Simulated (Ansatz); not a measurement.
# Si(111) with SH on 75 % of the top atoms and H on the rest: bands and core levels, part 2 of 2

What would XPS and angle-resolved spectra of Si(111) with SH on 75 % of the top atoms and H on the rest look like?

Ansatz 0.2.0; DFT, PBE, plane-wave PAW, default files, scalar-relativistic.

So far, gap on the k-mesh (eV): step 2 (relaxing the atoms) 1.06.

## 3. Layer-resolved bands, DOS and potential (continued)

Maxima picked by a test of local sharpness, so broad peaks and shoulders can be missing; peaks within 0.45 eV of a curve's cut are left out. Valence peaks, by row, the first 40 of 70 rows:

```
photon energy (eV)  binding energy (eV)  height (% of the maximum within 13 eV)  main shell  its share (%)
              21.2                8.975                                    27.6       Si 3s           38.9
              21.2                8.225                                   25.35        H 1s          46.49
              21.2                7.325                                   29.55        H 1s          45.93
              21.2                6.575                                   58.68        H 1s          44.06
              21.2                5.975                                   51.53        H 1s          44.21
              21.2                5.575                                   88.09        H 1s          48.29
              21.2                5.125                                   57.63        S 3p          50.78
              21.2                4.825                                   64.02        S 3p          53.46
              21.2                4.075                                   55.63        H 1s          57.21
              21.2                3.525                                     100        S 3p          59.84
              21.2                2.825                                   69.08        S 3p           56.2
              21.2                2.425                                   59.02        S 3p          62.56
              21.2                1.975                                   65.24        S 3p          69.64
              21.2                1.375                                   88.26        S 3p          77.01
              40.8                13.37                                   179.5        S 3s          73.69
              40.8                9.625                                    67.5       Si 3s          75.31
              40.8                8.975                                   79.22       Si 3s          72.17
              40.8                8.225                                   55.88       Si 3s          66.13
              40.8                6.575                                   96.67       Si 3s          46.65
              40.8                5.975                                   65.72       Si 3s          34.57
              40.8                5.575                                   78.91        H 1s           46.5
              40.8                5.125                                   56.06        H 1s          38.89
              40.8                4.825                                   66.63        H 1s          31.43
              40.8                3.525                                     100       Si 3p          44.71
              40.8                2.775                                   75.47       Si 3p           56.1
              40.8                2.425                                   70.38       Si 3p          64.34
              40.8                1.975                                   66.87       Si 3p          60.26
              40.8                1.425                                    69.6       Si 3p          48.16
              1254                13.37                                   165.1        S 3s           93.7
              1254                10.57                                   62.98       Si 3s          91.65
              1254                9.575                                   92.11       Si 3s          91.51
              1254                8.975                                     100       Si 3s          90.12
              1254                8.225                                   66.01       Si 3s          88.07
              1254                7.325                                   57.29       Si 3s          85.33
              1254                6.575                                   95.12       Si 3s          79.03
              1254                5.975                                   54.93       Si 3s          70.04
              1254                4.825                                   44.34       Si 3s          33.22
              1254                3.525                                   66.48        S 3p           31.2
              1254                2.775                                   44.82       Si 3p          45.12
              1254                2.425                                   44.55       Si 3p          50.65
```

The planar mean, electrostatic potential oscillates, so the rows of the table below give means over windows of 1 Å about each position, cut where the curve ends. Its maxima inside the range that stand out by 2 % of the span (Å: eV): 10.4: 2.07, 13.6: 2.09, 16.8: 2.27. Its minima: 8.9: -11.4, 12.0: -11.3, 15.2: -11.3, 17.7: -2.74.

From the valence-band maximum. The planar mean, electrostatic potential by z; means over each step:

```
z (Å)  planar mean, electrostatic potential (eV)
    0                                       4.84
    1                                       4.69
    2                                       4.63
    3                                       4.63
    4                                       4.63
    5                                       4.62
    6                                       4.43
    7                                       2.57
    8                                      -3.99
    9                                      -10.0
   10                                      -1.00
   11                                      -2.45
   12                                      -10.2
   13                                      -2.55
   14                                     -0.887
   15                                      -10.0
   16                                      -4.26
   17                                      0.716
   18                                      -1.09
   19                                       4.42
   20                                       5.14
   21                                       5.17
   22                                       5.17
   23                                       5.17
   24                                       5.09
```

The intensity has structure finer than the step of the table below, so its rows give means over 1 eV, whole bins alone (the curve runs from -15.6 to 1.45 eV). Peaks (eV: height): S K-beta -1.5: 100.0; S K-beta, E along x -5.3: 76.8, -1.4: 134; S K-beta, E along y -5.2: 80.1, -1.4: 127; S K-beta, E along z -3.3: 141; S L2,3 -13.4: 99.3.

Shapes are the site's partial DOS without matrix elements, which overweights lines from ligand s bands. The intensity by emission energy less the core level's binding energy, zero at the valence-band maximum; means over each step; 7 of 10 lines; values in % of the unpolarised maximum:

```
emission energy less the core level's binding energy (eV)  S K-beta  S K-beta, E along x  S K-beta, E along y  S K-beta, E along z  S L2,3  Si K-beta  Si K-beta, E along x
                                                      -15     0.700                0.627                0.691                0.782    1.31      0.572                 0.431
                                                      -14      2.39                 2.00                 2.35                 2.83    50.7       1.97                 0.879
                                                      -13      2.43                 2.06                 2.31                 2.91    50.3       2.17                  1.13
                                                      -12      1.18                0.998                 1.05                 1.48    1.27       1.90                  1.77
                                                      -11      1.72                 1.20                 1.26                 2.70    1.01       6.03                  6.16
                                                      -10      3.29                 1.88                 2.00                 6.00    1.93       13.0                  13.8
                                                       -9      5.61                 3.17                 3.34                 10.3    2.00       16.9                  18.6
                                                       -8      9.38                 6.19                 6.37                 15.6    1.20       14.6                  16.4
                                                       -7      21.1                 17.8                 19.2                 26.2   0.967       24.8                  24.3
                                                       -6      47.7                 53.5                 54.4                 35.3    3.54       29.4                  27.3
                                                       -5      60.2                 68.0                 73.3                 39.3    8.52       29.0                  26.2
                                                       -4      62.1                 44.2                 45.5                 96.6    5.05       63.1                  59.4
                                                       -3      82.8                 64.6                 62.4                  122    3.70       92.3                  91.3
                                                       -2      93.5                  114                  110                 56.8    1.05       94.9                  97.5
                                                       -1      75.7                  104                 98.3                 24.4   0.342       58.4                  63.5
                                                        0      19.7                 27.2                 25.6                 6.18  0.0720       18.5                  23.5
```

Sums over each group's atoms; left-over states aren't shared out by site. Site centres, by row:

```
       group  element  shell  occupied states  centre of occupied part (eV)  centre up to the window's top (eV)
   adsorbate        S     3s            5.116                        -11.76                              -10.87
   adsorbate        S     3p            13.45                        -3.446                              -2.663
   adsorbate        H     1s             3.61                        -7.274                              -4.686
     layer 1       Si     3s            4.674                        -8.227                              -5.127
     layer 1       Si     3p            10.45                        -4.243                              -1.588
     layer 2       Si     3s            4.768                        -7.819                              -5.091
     layer 2       Si     3p            11.25                        -3.642                              -1.449
     layer 3       Si     3s             4.74                        -7.898                              -5.015
     layer 3       Si     3p            11.12                        -3.723                              -1.396
      middle       Si     3s            4.733                         -7.91                              -4.969
      middle       Si     3p            11.12                        -3.723                              -1.391
other layers       Si     3s            9.303                        -8.046                              -5.157
other layers       Si     3p            22.05                        -3.686                              -1.403
other layers        H     1s            4.166                        -5.134                              -3.113
```

The spectra weight each projected shell by its atomic cross section (Dirac–Hartree–Slater) and angular factor, for linear light with the analyser at 30° from the polarisation. Broadening, on top of any smearing of the DOS itself: a Gaussian of 0.1 eV and a Lorentzian of 0.05 eV plus 0 times the binding energy (full widths), Fermi edge at 300 K. Each atom is damped by exp[−depth/(λ cos θ)], θ = 0° from the normal, λ from the universal curve. Curves are cut 10 eV under the photon energy, above any shell that the free atom's threshold puts out of reach, or at the lower edge of the window: 11.2 eV at 21.2 eV, 15.7 eV at 40.8 eV, 15.7 eV at 1253.6 eV, 15.7 eV at 1486.7 eV and 15.7 eV at 5950 eV. Dipole terms alone, which is rough above 3 keV; no background, satellites or final-state effects.

How the area divides among the shells (%):

```
shell  21.2 eV  40.8 eV  1253.6 eV  1486.7 eV  5950 eV
 S 3s      0.0     15.7       21.6       22.6     27.9
 S 3p     49.8     12.6       13.2       11.6      3.2
 H 1s     29.7     17.3        0.1        0.1      0.0
Si 3s      7.3     25.8       48.8       51.4     65.0
Si 3p     13.2     28.6       16.3       14.3      3.9
```

Regions along c: top from 15.2 to 21.9 Å, middle from 9.8 to 15.1 Å, bottom from 3.0 to 9.8 Å.

The largest force component on a free atom is 0.029 eV/Å, so the atoms are at rest for these settings too.

## 4. Core levels by total-energy differences

XPS shifts tell sites apart. Each chosen atom gets a core hole in a self-consistent pass of its own.

input.yaml reads:

```yaml
crystal:
  lattice:
    - [7.6791796437, 0.0, 0.0]
    - [3.8395898218, 6.6503646517, 0.0]
    - [0.0, 0.0, 24.9237769138]
  atoms:
    - { symbol: H, position: [-0.0393553544, 0.195911617, 0.7157383617] }
    - { symbol: H, position: [0.6474276352, 0.0310571254, 0.7172462162] }
    - { symbol: H, position: [0.1924597252, 0.3352150126, 0.7152349821] }
    - { symbol: S, position: [-0.0165085963, 0.0080328899, 0.7118555056] }
    - { symbol: S, position: [0.4958574283, -0.0122469249, 0.7113279604] }
    - { symbol: S_h, position: [0.0064508432, 0.5035986918, 0.7115801772] }
    - { symbol: H, position: [0.4993940447, 0.4997326642, 0.6844275809] }
    - { symbol: Si_h, position: [-0.003059194, 0.0022846383, 0.6242739094] }
    - { symbol: Si, position: [0.4999667964, -0.0005145795, 0.624010355] }
    - { symbol: Si, position: [0.002230166, 0.4973386483, 0.6241726568] }
    - { symbol: Si_h, position: [0.4990745158, 0.5009778862, 0.6242535994] }
    - { symbol: Si_h, position: [0.8312962885, 0.3348097718, 0.5922979481] }
    - { symbol: Si, position: [0.3347314814, 0.3331421015, 0.5922310719] }
    - { symbol: Si, position: [0.8339139187, 0.8314020353, 0.5928691049] }
    - { symbol: Si, position: [0.3314103374, 0.8340706847, 0.5929697466] }
    - { symbol: Si, position: [0.8336009822, 0.3330162408, 0.4975227203] }
    - { symbol: Si, position: [0.3338247645, 0.3328396867, 0.4974907049] }
    - { symbol: Si, position: [0.8345203775, 0.8323668467, 0.4977790191] }
    - { symbol: Si, position: [0.3336021062, 0.8337614631, 0.4979395866] }
    - { symbol: Si_h, position: [0.1668483905, 0.1665441835, 0.4655634194] }
    - { symbol: Si, position: [0.667258889, 0.1659634452, 0.4655989457] }
    - { symbol: Si, position: [0.1676744599, 0.6663909371, 0.4656098726] }
    - { symbol: Si, position: [0.666882676, 0.6665842008, 0.4656561508] }
    - { symbol: Si, position: [0.166666667, 0.166666667, 0.370880907] }
    - { symbol: Si, position: [0.666666667, 0.166666667, 0.370880907] }
    - { symbol: Si, position: [0.166666667, 0.666666667, 0.370880907] }
    - { symbol: Si, position: [0.666666667, 0.666666667, 0.370880907] }
    - { symbol: Si, position: [0.0, 0.0, 0.339434911] }
    - { symbol: Si, position: [0.5, 0.0, 0.339434911] }
    - { symbol: Si, position: [0.0, 0.5, 0.339434911] }
    - { symbol: Si, position: [0.5, 0.5, 0.339434911] }
    - { symbol: H, position: [0.0, 0.0, 0.280856309] }
    - { symbol: H, position: [0.5, 0.0, 0.280856309] }
    - { symbol: H, position: [0.0, 0.5, 0.280856309] }
    - { symbol: H, position: [0.5, 0.5, 0.280856309] }
kpoints:
  mp_grid: { grid: [3, 3, 1] }
scf:
  occupations: { method: fermi_dirac, width: 0.02 }
  n_extra_bands: 25
hamiltonian:
  xc: pbe
  pseudopotentials: { kind: paw }
output:
  forces: true
  write_potential: true
  volumetric_format: []
  core_levels:
    shells: { S_h: "2p", Si_h: "2p" }
    counted_from: conduction_bottom
    add_spin: false
efield:
  axis: 3
  dipole_correction: true
```

Started as:

```sh
$ ansatz run input.yaml --threads 4 --pin off --max-ram 11264MiB --backend cpu --events-out ev --progress --plain --runs-dir out
```

It took 5.6 min on 4 threads of Arm Neoverse N1, shared host; peak memory 2.6 GiB; 22 min of CPU time.

Each level is the free energy with the hole less that without it. The electron stays in the lowest empty state, so these are excitation energies, not binding energies. The hole's nearest image is 7.7 Å away, and the holes carry no spin, so absolute levels are rough.

```
atom     region  shell  level (eV)  shift (eV)     j lines (eV)  doubts
  S6  adsorbate     2p      163.18           -  163.98 / 162.78       -
 Si8    layer 1     2p      100.41       +0.49  100.82 / 100.21       -
Si11    layer 1     2p      100.04       +0.11   100.44 / 99.83       -
Si12    layer 2     2p       99.89       -0.04   100.29 / 99.68       -
Si20     middle     2p       99.93       +0.00   100.33 / 99.72       -
```

Levels of p, d and f shells are means over their two j lines, weighted by degeneracy; the splitting comes from the atom's own solve. Shifts count from the last listed atom of each element. With the electron kept in the cell, its attraction to the hole differs by site and enters these shifts.

The Si 2p lines of the listed atoms alone (other atoms of the cell aren't counted), as Gaussians 0.8 eV wide, no depth weighting. Table of intensity by Si 2p level; read off at these points:

Si 2p level (eV), intensity (%) and a bar:
```
    98.20          0 
    98.30          0 
    98.40          0 
    98.50          0 
    98.60          0 
    98.70          1 
    98.80          2 #
    98.90          4 #
    99.00          7 ##
    99.10         13 ####
    99.20         22 #######
    99.30         34 ##########
    99.40         47 ##############
    99.50         62 ###################
    99.60         76 #######################
    99.70         88 ##########################
    99.80         96 #############################
    99.90         99 ##############################
    99.96        100 ##############################
   100.00        100 ##############################
   100.10         97 #############################
   100.20         92 ############################
   100.30         85 ##########################
   100.40         76 #######################
   100.50         66 ####################
   100.60         55 #################
   100.70         45 #############
   100.80         35 ###########
   100.90         26 ########
   101.00         19 ######
   101.10         13 ####
   101.20          9 ###
   101.30          6 ##
   101.40          3 #
   101.50          2 #
   101.60          1 
   101.70          0 
   101.80          0 
   101.90          0 
   102.00          0 
   102.10          0 
   102.20          0
```

## 5. Outcome

| Property | Result |
| --- | --- |
| ionisation potential | 5.17 eV (upper face; lower face 4.63 eV) |
| electron affinity (Kohn–Sham) | 4.11 eV (slab's lowest empty level against the upper vacuum) |
| Si core shifts among the listed atoms, from the last listed one | -0.04 to +0.49 eV |

What this shows: The valence top of Si(111) with SH on 75 % of the top atoms and H on the rest lies 5.17 eV (upper face; lower face 4.63 eV) below the vacuum and the lowest empty level 4.11 eV below the vacuum of the upper face. Only the strongest levels a point were stored, too few to count surface states. The upper face's value lies 0.54 eV above that of the hydrogen-covered lower face; the difference is the dipole step of the groups. Core shifts: Si -0.04 to +0.49 eV. Among the sites run, the most bound Si 2p level is that of Si8 (layer 1), bonded to 3 Si and 1 S; the least bound, 0.53 eV shallower, that of Si12 (layer 2), bonded to 4 Si. That is the order that electronegative neighbours give as a rule, though screening of the hole enters too. These are excitation energies with the electron kept in the cell, so its attraction to the hole, which differs by site, enters the order. At 21.2 eV the valence spectrum has its highest listed peaks within 10.8 eV at 1.4 eV (S 3p), 2.0 eV (S 3p), 2.8 eV (S 3p), 3.5 eV (S 3p) and 5.6 eV (mixed, H 1s leading). At 1486.7 eV the valence spectrum has its highest listed peaks within 15.2 eV at 6.6 eV (Si 3s), 8.2 eV (Si 3s), 9.0 eV (Si 3s), 9.6 eV (Si 3s) and 13.4 eV (S 3s). The shell named is the one with most of the intensity, cross sections included, not always the one with most states there. In the main run, from 1486.7 eV towards hard X-rays the Si 3s share grows by 14 points, as its cross section falls more slowly with photon energy than those of the shells it gains on. The spectra rest on a 3×3×1 mesh, so closely spaced maxima can be ripples of the mesh. The slab's own atoms span 7.1 Å, so bulk bands appear as a few quantum-well levels, and states of the two faces can mix. The affinity uses the Kohn–Sham gap, which is too small, so the true affinity is lower and the true ionisation potential usually higher.

[Logs are printed without paths, hosts, clocks, repeated set-up lines and the standing remarks that a program may print on its own settings, such as how far it seeks lower states.]

[Hosts, paths, dates, database ids (printed as entryN), source tags and the programs' standing remarks are cut or masked in the printed files.]

[Maps of the electrostatic potential energy from Ansatz leave out the sawtooth potential of an applied field or a dipole correction, so their vacuum need not be flat; work functions include it.]
